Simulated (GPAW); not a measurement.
# GaN (P6_3mc) in GPAW: single point with PBE

Aim: the single point of GaN with PBE.

All numbers are computed with GPAW 26.7.0; they aren't measurements. Logs are shortened: lines on timing, memory, paths and dates and some standing lists are left out, and cuts for length are marked. The log counts tension as positive stress, the text compression.

## 1. Starting point

The structure is hexagonal, space group P6_3mc (No. 186). The conventional cell has a = 3.180 Å, b = 3.180 Å, c = 5.166 Å, α = 90.00°, β = 90.00°, γ = 120.00°. Ga (site symmetry 3m) has 4 N at 1.94 to 1.95 Å as nearest neighbours. Around N (site symmetry 3m) lie 4 Ga at 1.94 to 1.95 Å.

## 2. Single point, PBE

run.py reads:

```python
from ase.dft.bandgap import bandgap
from ase.io import write
from ase.spacegroup import crystal
from ase.units import GPa
from gpaw import GPAW, PW

# Ga 2b
# N 2b
atoms = crystal(['Ga', 'N'],
                basis=[[0.6666666667, 0.3333333333, 0.5],
                       [0.6666666667, 0.3333333333, 0.875]],
                spacegroup=186, setting=1,  # P6_3mc
                cellpar=[3.18, 3.18, 5.166, 90.0, 90.0, 120.0],
                primitive_cell=True)

calc = GPAW(mode=PW(800),
            xc='PBE',
            kpts={'size': (15, 15, 8), 'gamma': True},
            occupations={'name': 'fermi-dirac', 'width': 0.05},
            nbands=18,
            convergence={'density': 1e-05, 'energy': 1e-05},
            maxiter=100,
            txt='gpaw.txt')
atoms.calc = calc
energy = atoms.get_potential_energy()
forces = atoms.get_forces()
stress = atoms.get_stress()
calc.write('gs.gpw')
write('result.traj', atoms)
print(f'Energy: {energy:.6f} eV')
print('Forces (eV/A):')
print(forces.round(4))
print('Stress (GPa):', (stress / GPa).round(3))
print('Fermi level:', round(calc.get_fermi_level(), 4), 'eV')
print(f'Gap: {bandgap(calc)[0]:.4f} eV, direct: {bandgap(calc, direct=True)[0]:.4f} eV')
```

Potentials or basis: GPAW PAW data sets (gpaw-data 1.2.1), pw.

On the command line:

```sh
$ OMP_NUM_THREADS=1 python run.py
```

gpaw.txt:

```text
__  _  _
 | _ |_)|_||  |
 |__||  | ||/\| - 26.7.0

Input parameters:
  mode=PW(ecut=800.0),
  convergence={'density': 1e-05, 'energy': 1e-05},
  kpts=MonkhorstPack(size=(15, 15, 8), gamma=True),
  maxiter=100,
  nbands=18,
  occupations=Occupations(name='fermi-dirac', width=0.05),
  xc=XC(name='PBE')

Diagonalizing LCAO Hamiltonian
Converting LCAO to pw mode

           N

           Ga
        N

        Ga

Atoms  # Å, Bohr magnetons
|   | symbol |         x |        y |        z |    initial magnetic moments |
|---|--------|-----------|----------|----------|-----------------------------|
| 0 |     Ga |  1.590000 | 0.917987 | 2.583000 | ( 0.0000,  0.0000,  0.0000) |
| 1 |     Ga | -0.000000 | 1.835974 | 0.000000 | ( 0.0000,  0.0000,  0.0000) |
| 2 |      N |  1.590000 | 0.917987 | 4.520250 | ( 0.0000,  0.0000,  0.0000) |
| 3 |      N | -0.000000 | 1.835974 | 1.937250 | ( 0.0000,  0.0000,  0.0000) |

Unit cell  # Å
| periodic |         x |        y |        z |  lengths |     angles |
|----------|-----------|----------|----------|----------|------------|
|      yes |  3.180000 | 0.000000 | 0.000000 | 3.180000 |  90.000000 |
|      yes | -1.590000 | 2.753961 | 0.000000 | 3.180000 |  90.000000 |
|      yes |  0.000000 | 0.000000 | 5.166000 | 5.166000 | 120.000000 |

Number of symmetries: 6
Symmetry operations  # r_c * U_cc + t_c -> r_c
|   | kind |            matrix            |
|---|------|------------------------------|
| 0 |  σ   |  1, 1, 0,  0,-1, 0,  0, 0, 1 |
| 1 |  E   |  1, 0, 0,  0, 1, 0,  0, 0, 1 |
| 2 |  C3  |  0, 1, 0, -1,-1, 0,  0, 0, 1 |
| 3 |  σ   |  0,-1, 0, -1, 0, 0,  0, 0, 1 |
| 4 |  σ   | -1, 0, 0,  1, 1, 0,  0, 0, 1 |
| 5 |  C3  | -1,-1, 0,  1, 0, 0,  0, 0, 1 |

BZ-sampling:
  Number of BZ points: 1800
  Number of IBZ points: 192

  Monkhorst-Pack size: [15, 15, 8]
  Monkhorst-Pack shift: [0.0, 0.0, 0.0625]

K-points  # in reciprocal-cell coordinates
|     |                                coordinates |     weight |
|-----|--------------------------------------------|------------|
|   0 | (  0.00000000,   0.00000000,   0.00000000) | 0.00055556 |
|   1 | (  0.00000000,   0.00000000,   0.12500000) | 0.00111111 |
|   2 | (  0.00000000,   0.00000000,   0.25000000) | 0.00111111 |
|   3 | (  0.00000000,   0.00000000,   0.37500000) | 0.00111111 |
|   4 | (  0.00000000,   0.00000000,   0.50000000) | 0.00055556 |
|   5 | (  0.06666667,   0.00000000,  -0.37500000) | 0.00333333 |
|   6 | (  0.06666667,   0.00000000,  -0.25000000) | 0.00333333 |
|   7 | (  0.06666667,   0.00000000,  -0.12500000) | 0.00333333 |
|   8 | (  0.06666667,   0.00000000,   0.00000000) | 0.00333333 |
|   9 | (  0.06666667,   0.00000000,   0.12500000) | 0.00333333 |
| ... |                                            |            |
| 191 | (  0.46666667,   0.46666667,   0.50000000) | 0.00333333 |

Plane wave coefficients: 2353
Cutoff: 800.0 eV

Spin-components: 1 (collinear spins)
Bands:           18
Projectors:      20
Spin-degeneracy: 2
Datatype:        complex128

Parallelization:
  kpt:    1
  domain: 1
  band:   1

Density:
  Valence electrons: 16.0
  Components: 1
  Grid points: [21 21 35]
  Charge: 0.0  # |e|

Potential:
  Grid points: [21 21 35]

species:
  Ga:
    name:    Gallium
    Z:       31.0
    valence: 3
    core:    28
    charge:  0.0  # [|e|]
    compensation charges:
      type: gauss
      rc: 0.37  # [Å]
      lmax: 2
    cutoffs:
      filter: 2.06  # [Å]
      core: 4.17  # [Å]
    projectors
    | kind |    occ | energy [eV] | rcut [Å] |
    |------|--------|-------------|----------|
    |   4s |  2.000 |      -8.945 |    1.164 |
    |   4p |  1.000 |      -2.580 |    1.164 |
    |    s |        |      18.266 |    1.164 |
    |    p |        |      24.631 |    1.164 |
    |    d |        |       0.000 |    1.164 |

    Using partial waves for Ga as LCAO basis

  N:
    name:    Nitrogen
    Z:       7.0
    valence: 5
    core:    2
    charge:  0.0  # [|e|]
    compensation charges:
      type: gauss
      rc: 0.18  # [Å]
      lmax: 2
    cutoffs:
      filter: 1.11  # [Å]
      core: 0.96  # [Å]
    projectors
    | kind |    occ | energy [eV] | rcut [Å] |
    |------|--------|-------------|----------|
    |   2s |  2.000 |     -18.583 |    0.603 |
    |   2p |  3.000 |      -7.089 |    0.529 |
    |    s |        |       8.629 |    0.603 |
    |    p |        |      20.123 |    0.529 |
    |    d |        |       0.000 |    0.577 |

    Using partial waves for N as LCAO basis

Reference energy: -108732.786066  # eV

eigensolver:
  PPCG
  Converge bands: occupied
  niter=2

density mixing:
  MSR1-Mixer
  Pratt-step length: 0.05
  Maximum mixing coefficient: 0.75
  Old densities: 10
  SVD Regularization: 0.005
  Good broyden scale: 1.0
  Trust region scale: 1.0
  Backstep threshold: 4.0
  History deletion threshold: 6.0
  Fourier metric: weight=20.0, sigma=0.015

occupation numbers:
  Fermi-Dirac:
    width: 0.0500  # eV

poisson solver:
  ecut: 6400.0  # eV

xc functional:
  name: PBE with 2 nearest neighbor stencil

convergence criteria:
- Maximum integral of absolute [dens]ity change: 1e-05 electrons / valence electron
- Maximum [total energy] change in last 3 cyles: 1e-05 eV / valence electron
- Maximum integral of absolute [eigenst]ate change: 4e-08 eV^2 / valence electron
maximum number of iterations: 100

SCF iterations
|iter     | |      energy | eigst |  dens |
|---------|-|-------------|-------|-------|
|iter:   1| |  -27.818428 | -0.16 |       |
|iter:   2| |  -26.828841 | -1.84 | -0.56 |
|iter:   3| |  -24.143476 | -0.52 | -0.62 |
|iter:   4| |  -24.142579 | -2.89 | -1.29 |
|iter:   5| |  -24.144331 | -3.45 | -1.56 |
|iter:   6| |  -24.144351 | -5.45 | -2.88 |
|iter:   7| |  -24.144370c| -6.18 | -3.20 |
|iter:   8| |  -24.144370c| -7.36 | -4.15 |
|iter:   9| |  -24.144370c| -7.76c| -4.44 |
|iter:  10| |  -24.144370c| -8.16c| -4.95 |
|iter:  11| |  -24.144370c| -9.30c| -5.79c|

Converged in 11 steps
Energy contributions relative to reference atoms: (reference = -108732.786066)

Energy contributions:
  Kinetic:          71.711334
  Coulomb:         -62.869759
  Zero:              0.306021
  External:          0.000000
  Xc:              -33.291966
  Entropy:          -0.000000
  Spinorbit:         0.000000
  ----------------------------
  Free energy:     -24.144370
  Extrapolated:    -24.144370

dipole moment: (-0.000025, -0.000039, -11.607268)  # |e|*Ang

Fermi level: 7.463
Eigenvalues  # (at kpt = [0.000, 0.000, 0.000])
| band index |      eig [eV] | occ [0-2] |
|------------|---------------|-----------|
|          0 |        -9.434 |     2.000 |
|          1 |        -7.047 |     2.000 |
|          2 |        -0.533 |     2.000 |
|          3 |         5.504 |     2.000 |
|          4 |         5.504 |     2.000 |
|          5 |         6.499 |     2.000 |
|          6 |         6.557 |     2.000 |
|          7 |         6.557 |     2.000 |
|          8 |         8.642 |     0.000 |
|          9 |        10.972 |     0.000 |
|         10 |        15.915 |     0.000 |
|         11 |        16.570 |     0.000 |
|         12 |        16.570 |     0.000 |
|         13 |        17.510 |     0.000 |
|         14 |        18.412 |     0.000 |
|         15 |        18.412 |     0.000 |
|        ... |               |           |
|         17 |        21.832 |     0.000 |

Gap: 2.085 eV
Transition (v -> c):
  (s=0, k=0, n=7, [0.00, 0.00, 0.00]) -> (s=0, k=0, n=8, [0.00, 0.00, 0.00])
No difference between direct/indirect transitions

Forces  # eV/Ang
|        x |       y |        z |
|----------|---------|----------|
| -0.00000 | 0.00000 | -0.18151 |  # Ga   0
|  0.00000 | 0.00000 | -0.18145 |  # Ga   1
|  0.00000 | 0.00000 |  0.18144 |  # N    2
|  0.00000 | 0.00000 |  0.18051 |  # N    3

Stress tensor  # eV/Ang^3
|         x |         y |         z |
|-----------|-----------|-----------|
| -0.090716 |  0.000000 |  0.000000 |
|  0.000000 | -0.090716 |  0.000000 |
|  0.000000 |  0.000000 | -0.104724 |

# Writing to gs.gpw (mode='')
```

It took 2 min on 1 thread of AMD EPYC 7B13 (Zen 3), shared host; peak memory 0.38 GiB.

What came out:

```
Free energy            : -24.1444 eV
Pressure               : 15.3 GPa
Largest force          : 0.182 eV/Å
Band gap on the k mesh : 2.09 eV, direct
```

Forces in eV/Å, atoms in the order of the input:
```
Ga   0.000  0.000 -0.182
Ga   0.000  0.000 -0.181
N    0.000  0.000  0.181
N    0.000  0.000  0.181
```

Caveat: so large a pressure means that the cell lies far from this level's equilibrium, or that cutoff or potentials fall short; an odd mesh through Γ misses points on the zone boundary, where band edges often lie. A hybrid or GW would open this gap; PBE tends to underestimate it.
